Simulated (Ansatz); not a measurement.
# Bi (R-3m) in Ansatz: further runs

The runs below take Bi through single point, equation of state, with SVWN5+D3(BJ).

Everything below comes from runs of Ansatz 0.2.0. Logs are shortened: lines on timing, memory, paths and dates and some standing lists are left out, and cuts for length are marked.

### 1 Starting point

It takes space group R-3m (No. 166, trigonal). The conventional cell has a = 4.535 Å, b = 4.535 Å, c = 11.814 Å, α = 90.00°, β = 90.00°, γ = 120.00°. Around Bi (site symmetry 3m) lie 6 Bi at 3.06 to 3.52 Å.

### 2 Single point, SVWN5+D3(BJ), 32.97 Å³/atom (volume scaled by 0.94)

input.yaml reads:

```yaml
crystal:
  lattice:
    - [2.2212115015, 1.2824170583, 3.8576100961]
    - [-2.2212115015, 1.2824170583, 3.8576100961]
    - [0.0, -2.5648341167, 3.8576100961]
  atoms:
    - { symbol: Bi, position: [0.766, 0.766, 0.766] }
    - { symbol: Bi, position: [0.234, 0.234, 0.234] }
hamiltonian:
  xc: { exchange: slater, correlation: vwn5 }
  pseudopotentials: { kind: paw, xc_functional: lda, accuracy: standard }
  dispersion: d3bj
kpoints:
  mp_grid: { grid: [7, 7, 7] }
scf:
  occupations: { method: cold, width: 0.025 }
output:
  forces: true
  stress: true
  eigenvalues: true
```

Potentials or basis: JTH PAW LDA.

Run with:

```bash
ansatz run input.yaml --threads 1 --pin off --max-ram 2560MiB --backend cpu --events-out ev --progress --plain --runs-dir out
```

The log of the run:

```text
Warning: the checks of this Bi dataset prove no rule for summing its radial tables, as where they were carried onto another mesh than they were made on, and Gregory's rule is taken, under which a leading mesh point left out moves its sums only by what lay on the interval it spanned. That does not make them correct, and they differ from Quantum ESPRESSO's on this file; a re-export a fraction of a mesh step off can move them. hamiltonian.pseudopotentials.radial_quadrature: simpson_from_first_knot sums it by `pw.x`'s rule; on a PAW file no value gives `pw.x`'s numbers. What more to know: hamiltonian.pseudopotentials.radial_quadrature, in the input reference
Warning: the engine holds no damping parameters fitted to this dispersion correction and functional, so the run takes those fitted to pbe (hamiltonian.dispersion, under Limitations)
Warning: RAYON_NUM_THREADS=1 ignored (pool sized by the plan → 1); use --threads N
Engine: ansatz 0.2.0, aarch64-unknown-linux-gnu
Pseudopotentials: kind: paw
Pseudopotential: Bi, paw, valence charge 15, recommended cutoff 1800 eV (normal), Bi.paw.azcp
Functional definition: unnamed
  exchange = slater_x
  correlation = vwn5_c
Crystal: 2 atoms, lattice volume = 65.931 Å³
Basis set: ecut = 1800 eV, 11373 PW (Γ)
Bands: 19, of which v1, the nominal top of the filled ones, is band 15 counted from 1 (14 counted from 0)
Symmetry: 12 space group operations
Space group: R-3m (ITA 166), of the structure as read, at distance tolerance 4.0e-5 Å
k-points: 44 of 343
Non-local potential: Bi, projectors of the file, l = 0: 2, l = 1: 2, l = 2: 2
PAW form: compensated (Kresse and Joubert's): semilocal exchange-correlation on the pseudo side sees the compensation charge
PAW one-centre angular grid: Bi, 590 points (default); XC on 64 Gauss nodes
Initial density: superposition of atomic densities (chi_scale 0.1, normalization cell)
Initial wavefunctions: pseudopotential atomic-orbital guess
Functional: x = slater, c = vwn5
SCF iter   1: F=—  HF=-24046.416370 eV  |F-HF|=—  |Δ(HF+E_count)|=         —  Δρ=1.19e-2  dr2=7.78e-2  ethr=3.10e-3  ⟨swp⟩=11.0  Hψ=6152  notcnv=0
preconditioner: auto → none  [insulator: Δε(μ)=0.296 eV  Ē_g=20.428 eV  σ=0.025 eV  W_gap=1.00  n_scr=14 (ndim 8)  ℏωp=25.0 eV  f_vac=0.000  D(μ)=0.00/eV (n_scr^D=0)  ε∞_Penn≈2.5]
SCF iter   2: F=—  HF=-24046.402222 eV  |F-HF|=—  |Δ(HF+E_count)|=   1.41e-2  S|Δr|=    0.00e0  Δρ=5.47e-3  dr2=1.61e-2  ethr=2.59e-4  ⟨swp⟩=2.6  Hψ=1569  notcnv=0
SCF iter   3: F=—  HF=-24046.398662 eV  |F-HF|=—  |Δ(HF+E_count)|=   3.56e-3  S|Δr|=    0.00e0  Δρ=4.55e-4  dr2=1.03e-4  ethr=5.37e-5  ⟨swp⟩=2.9  Hψ=1628  notcnv=0
SCF iter   4: F=—  HF=-24046.398661 eV  |F-HF|=—  |Δ(HF+E_count)|=   1.02e-6  S|Δr|=    0.00e0  Δρ=2.31e-4  dr2=4.29e-5  ethr=3.43e-7  ⟨swp⟩=3.5  Hψ=1709  notcnv=0
SCF iter   5: F=—  HF=-24046.398655 eV  |F-HF|=—  |Δ(HF+E_count)|=   6.09e-6  S|Δr|=    0.00e0  Δρ=7.09e-5  dr2=3.65e-6  ethr=1.43e-7  ⟨swp⟩=2.0  Hψ=1495  notcnv=0
SCF iter   6: F=-24046.398653 eV  HF=-24046.398653 eV  |F-HF|=9.85e-8  |Δ(HF+E_count)|=   2.20e-6  S|Δr|=    0.00e0  Δρ=1.07e-5  dr2=8.75e-8  ethr=3.33e-10  ⟨swp⟩=8.6  Hψ=5658  notcnv=0
SCF 1 converged in 6 iterations: F = -24046.398653 eV  dr2 = 8.75e-8
SCF converged after 6 iterations
Stability not checked: this state was not tested for a lower state beside it, because cold or Methfessel-Paxton smearing, or corrected tetrahedra, fill the levels in a way that the test cannot read (fill_not_monotonic; see scf.lower_state_search)
Free energy (F): -24046.398653 eV
Harris-Foulkes:  -24046.398653 eV  (|F-HF|=9.85e-8)
Internal energy: -24046.398653 eV  (E = F + TS)
E sigma→0 (E₀):  -24046.398653 eV
Fermi energy:    10.047856 eV
Step filling:    the computed levels leave a gap of 0.2994 eV = 12.0 smearing widths at the electron count; against every level under it full and every level over it empty, smearing changes F+E_penalty+E_count by +9.77e-20 meV and its σ→0 estimate by -4.39e-17 meV
--- Per-component energies (eV) ---
  E_band       = -206.272331
  E_kinetic    = 259.090883
  E_local      = -3137.065740  (includes V_loc(G=0)·N_el)
  E_nonlocal   = 1588.096082
  E_hartree    = 1052.653279
  E_xc         = -484.719562
  E_vxc        = -595.942111  (∫ρ·V_xc dr)
  E_paw        = -20471.736835  (= ΣΔE_a)
  E_vpaw       = -425.774264  (= ΣTr[D̂ρ^β])
  E_aug_tail   = -0.000001  (compensation charges beyond the density's cutoff)
  E_ewald      = -2851.746520
  E_disp       = -0.970239  (pairwise vdW)
  E_smearing   = 0.000000  (= −TS)
  E_closure    = 0.000000  (closes the sum)
  Σ components = -24046.398653   (vs F -24046.398653, Δ=0.00e0)
--- Forces (eV/Å), atoms counted from 1 ---
  atom   1  Bi    -0.00000000     0.00000000    -0.33930655
  atom   2  Bi     0.00000000    -0.00000000     0.33930655
  max |Σ_I F_I| component: 5.55e-17 eV/Å
--- Stress (GPa, compression-positive) ---
       -0.496791       0.000000      -0.000000
        0.000000      -0.496791       0.000000
       -0.000000       0.000000      -1.257703
  P = ⅓ Tr σ = -0.7504 GPa (-7.504 kbar)
--- Band table (eV; the first three rows and the last of 44) ---
  k-point 0: bands = ["-12.8076", "-12.8076", "-12.6184", "-12.6184", "-12.5983", "-12.3865", "-12.3715", "-12.3715", "-12.2281", "-12.2281", "-3.4507", "2.8364", "8.5377", "8.8306", "8.8306", "12.7299", "13.2305", "13.2305", "15.8835"]
  k-point 1: bands = ["-12.7897", "-12.7848", "-12.6104", "-12.6042", "-12.5858", "-12.3989", "-12.3836", "-12.3791", "-12.2535", "-12.2474", "-3.2432", "2.3229", "8.6170", "8.8179", "8.8850", "12.2751", "12.5457", "12.7669", "15.1916"]
  k-point 2: bands = ["-12.7432", "-12.7208", "-12.5923", "-12.5658", "-12.5490", "-12.4403", "-12.4176", "-12.3956", "-12.3190", "-12.2964", "-2.6345", "1.1154", "8.6571", "8.8221", "9.1742", "11.0484", "11.6615", "11.8824", "15.6472"]
  k-point 43: bands = ["-12.6996", "-12.6995", "-12.5755", "-12.5667", "-12.5459", "-12.4335", "-12.4111", "-12.4066", "-12.3543", "-12.3488", "-1.9537", "0.0592", "7.2456", "8.8338", "9.2312", "11.2983", "11.6617", "13.3862", "16.6967"]
```

It took 26 s on 1 thread of Arm Neoverse V1, shared host; peak memory 0.74 GiB.

What came out:

| Quantity | Value |
| --- | --- |
| Free energy | -24046.3987 eV |
| Pressure | -0.8 GPa |
| Largest force | 0.339 eV/Å |
| Band gap on the k mesh | 0.30 eV, indirect (least direct gap 0.56 eV) |

Caveat: odd divisions of the mesh miss points on the zone boundary, where band edges often lie, so the gap on the mesh can be too wide; spin-orbit coupling is left out, which as a rule narrows the gap of such compounds by several tenths of an eV; the dispersion damping was fitted for another functional or another form of the correction.

### 3 Single point, SVWN5+D3(BJ), 33.67 Å³/atom (volume scaled by 0.96)

Edit input.yaml of step 2 so:

```diff
@@ -2,5 +2,5 @@
   lattice:
-    - [2.2212115015, 1.2824170583, 3.8576100961]
-    - [-2.2212115015, 1.2824170583, 3.8576100961]
-    - [0.0, -2.5648341167, 3.8576100961]
+    - [2.2368543514, 1.2914484619, 3.8847772595]
+    - [-2.2368543514, 1.2914484619, 3.8847772595]
+    - [0.0, -2.5828969239, 3.8847772595]
   atoms:
```

Potentials or basis: JTH PAW LDA.

Run with:

```bash
ansatz run input.yaml --threads 1 --pin off --max-ram 2560MiB --backend cpu --events-out ev --progress --plain --runs-dir out
```

Run time: 27 s. Hardware: 1 thread of Arm Neoverse V1, shared host; peak memory 0.77 GiB.

Results (log left out):

* Free energy: -24046.3870 eV
* Pressure: -1.9 GPa
* Largest force: 0.234 eV/Å
* Band gap on the k mesh: 0.29 eV, indirect (least direct gap 0.55 eV)

Caveat: odd divisions of the mesh miss points on the zone boundary, where band edges often lie, so the gap on the mesh can be too wide; spin-orbit coupling is left out, which as a rule narrows the gap of such compounds by several tenths of an eV; the dispersion damping was fitted for another functional or another form of the correction.

### 4 Single point, SVWN5+D3(BJ), 34.37 Å³/atom (volume scaled by 0.98)

Edit input.yaml of step 3 so:

```diff
@@ -2,5 +2,5 @@
   lattice:
-    - [2.2368543514, 1.2914484619, 3.8847772595]
-    - [-2.2368543514, 1.2914484619, 3.8847772595]
-    - [0.0, -2.5828969239, 3.8847772595]
+    - [2.2522814206, 1.3003552845, 3.9115696734]
+    - [-2.2522814206, 1.3003552845, 3.9115696734]
+    - [0.0, -2.600710569, 3.9115696734]
   atoms:
```

Run with:

```bash
ansatz run input.yaml --threads 1 --pin off --max-ram 2560MiB --backend cpu --events-out ev --progress --plain --runs-dir out
```

It took 26 s on 1 thread of Arm Neoverse V1, shared host; peak memory 0.79 GiB.

The run converged. Its results:

* Free energy: -24046.3661 eV
* Pressure: -2.9 GPa
* Largest force: 0.136 eV/Å
* Band gap on the k mesh: 0.28 eV, indirect (least direct gap 0.53 eV)

Caveat: odd divisions of the mesh miss points on the zone boundary, where band edges often lie, so the gap on the mesh can be too wide; spin-orbit coupling is left out, which as a rule narrows the gap of such compounds by several tenths of an eV; the dispersion damping was fitted for another functional or another form of the correction.

### 5 Single point, SVWN5+D3(BJ), 35.07 Å³/atom

Edit input.yaml of step 4 so:

```diff
@@ -2,5 +2,5 @@
   lattice:
-    - [2.2522814206, 1.3003552845, 3.9115696734]
-    - [-2.2522814206, 1.3003552845, 3.9115696734]
-    - [0.0, -2.600710569, 3.9115696734]
+    - [2.2675, 1.3091417354, 3.938]
+    - [-2.2675, 1.3091417354, 3.938]
+    - [0.0, -2.6182834708, 3.938]
   atoms:
@@ -20 +20,5 @@
   eigenvalues: true
+  write_density: true
+  write_potential: true
+  elf: true
+  volumetric_format: npy
```

Run with:

```bash
ansatz run input.yaml --threads 1 --pin off --max-ram 2560MiB --backend cpu --events-out ev --progress --plain --runs-dir out
```

Wall time 37 s (1 thread of Arm Neoverse V1, shared host); peak memory 0.78 GiB.

Results (log left out):

| Item | Value |
| --- | --- |
| Free energy | -24046.3369 eV |
| Pressure | -3.8 GPa |
| Largest force | 0.044 eV/Å |
| Band gap on the k mesh | 0.27 eV, indirect (least direct gap 0.52 eV) |

Caveat: odd divisions of the mesh miss points on the zone boundary, where band edges often lie, so the gap on the mesh can be too wide; spin-orbit coupling is left out, which as a rule narrows the gap of such compounds by several tenths of an eV; the dispersion damping was fitted for another functional or another form of the correction.

### 6 Single point, SVWN5+D3(BJ), 35.77 Å³/atom (volume scaled by 1.02)

Edit input.yaml of step 5 so:

```diff
@@ -2,5 +2,5 @@
   lattice:
-    - [2.2675, 1.3091417354, 3.938]
-    - [-2.2675, 1.3091417354, 3.938]
-    - [0.0, -2.6182834708, 3.938]
+    - [2.2825169939, 1.3178118009, 3.9640802302]
+    - [-2.2825169939, 1.3178118009, 3.9640802302]
+    - [0.0, -2.6356236018, 3.9640802302]
   atoms:
@@ -20,5 +20 @@
   eigenvalues: true
-  write_density: true
-  write_potential: true
-  elf: true
-  volumetric_format: npy
```

Potentials or basis: JTH PAW LDA.

Run with:

```bash
ansatz run input.yaml --threads 1 --pin off --max-ram 2560MiB --backend cpu --events-out ev --progress --plain --runs-dir out
```

It took 25 s on 1 thread of Arm Neoverse V1, shared host; peak memory 0.79 GiB.

The run converged. Its results:

- Free energy: -24046.3004 eV
- Pressure: -4.6 GPa
- Largest force: 0.041 eV/Å
- Band gap on the k mesh: 0.26 eV, indirect (least direct gap 0.51 eV)

Caveat: odd divisions of the mesh miss points on the zone boundary, where band edges often lie, so the gap on the mesh can be too wide; spin-orbit coupling is left out, which as a rule narrows the gap of such compounds by several tenths of an eV; the dispersion damping was fitted for another functional or another form of the correction.

### 7 Single point, SVWN5+D3(BJ), 36.47 Å³/atom (volume scaled by 1.04)

Edit input.yaml of step 6 so:

```diff
@@ -2,5 +2,5 @@
   lattice:
-    - [2.2825169939, 1.3178118009, 3.9640802302]
-    - [-2.2825169939, 1.3178118009, 3.9640802302]
-    - [0.0, -2.6356236018, 3.9640802302]
+    - [2.2973389482, 1.3263692602, 3.9898217322]
+    - [-2.2973389482, 1.3263692602, 3.9898217322]
+    - [0.0, -2.6527385203, 3.9898217322]
   atoms:
```

Run with:

```bash
ansatz run input.yaml --threads 1 --pin off --max-ram 2560MiB --backend cpu --events-out ev --progress --plain --runs-dir out
```

Wall time 26 s (1 thread of Arm Neoverse V1, shared host); peak memory 0.8 GiB.

Results (log left out):

| Item | Value |
| --- | --- |
| Free energy | -24046.2574 eV |
| Pressure | -5.2 GPa |
| Largest force | 0.121 eV/Å |
| Band gap on the k mesh | 0.25 eV, indirect (least direct gap 0.50 eV) |

Caveat: odd divisions of the mesh miss points on the zone boundary, where band edges often lie, so the gap on the mesh can be too wide; spin-orbit coupling is left out, which as a rule narrows the gap of such compounds by several tenths of an eV; the dispersion damping was fitted for another functional or another form of the correction.

### 8 Single point, SVWN5+D3(BJ), 37.17 Å³/atom (volume scaled by 1.06)

Edit input.yaml of step 7 so:

```diff
@@ -2,5 +2,5 @@
   lattice:
-    - [2.2973389482, 1.3263692602, 3.9898217322]
-    - [-2.2973389482, 1.3263692602, 3.9898217322]
-    - [0.0, -2.6527385203, 3.9898217322]
+    - [2.3119720748, 1.3348176998, 4.0152352947]
+    - [-2.3119720748, 1.3348176998, 4.0152352947]
+    - [0.0, -2.6696353996, 4.0152352947]
   atoms:
@@ -20 +20,5 @@
   eigenvalues: true
+  write_density: true
+  write_potential: true
+  elf: true
+  volumetric_format: npy
```

Run with:

```bash
ansatz run input.yaml --threads 1 --pin off --max-ram 2560MiB --backend cpu --events-out ev --progress --plain --runs-dir out
```

It took 36 s on 1 thread of Arm Neoverse V1, shared host; peak memory 0.81 GiB.

The run converged. Its results:

* Free energy: -24046.2088 eV
* Pressure: -5.9 GPa
* Largest force: 0.196 eV/Å
* Band gap on the k mesh: 0.24 eV, indirect (least direct gap 0.48 eV)

Caveat: odd divisions of the mesh miss points on the zone boundary, where band edges often lie, so the gap on the mesh can be too wide; spin-orbit coupling is left out, which as a rule narrows the gap of such compounds by several tenths of an eV; the dispersion damping was fitted for another functional or another form of the correction.

### 9 Equation of state, SVWN5+D3(BJ)

Potentials or basis: JTH PAW LDA.

This step only gathers the single runs of the series.

Results:

| Item | Value |
| --- | --- |
| Equilibrium volume | 32.54 Å³/atom (rough: see the caveat) |
| Bulk modulus at fixed shape and positions | 60 GPa (rough) |

Energy against volume, from the lowest point:
```
volume (Å³/atom)  energy (meV/atom)
          32.965               0.00
          33.667               5.81
          34.368              16.28
          35.070              30.88
          35.771              49.13
          36.472              70.61
          37.174              94.94
```

Caveat: the minimum lies outside the volumes run; the cell was scaled at fixed shape and fractional positions, which overstates the stiffness of a crystal with free parameters, most of all of layers and chains; spin-orbit coupling is left out, which moves the levels of the heavy elements.

### 10 The reference run

An earlier run on the cell as given: functional PBE; potentials or basis Ansatz PAW; cutoff 420 eV (not typed: the program's choice for these potentials); k mesh 7 × 7 × 7; occupations fermi-dirac, width 0.05 eV; no spin polarisation.

* Pressure: 2.1 GPa
* Largest force: 0.200 eV/Å
* Band gap on the k mesh: 0.26 eV, indirect (least direct gap 0.53 eV)
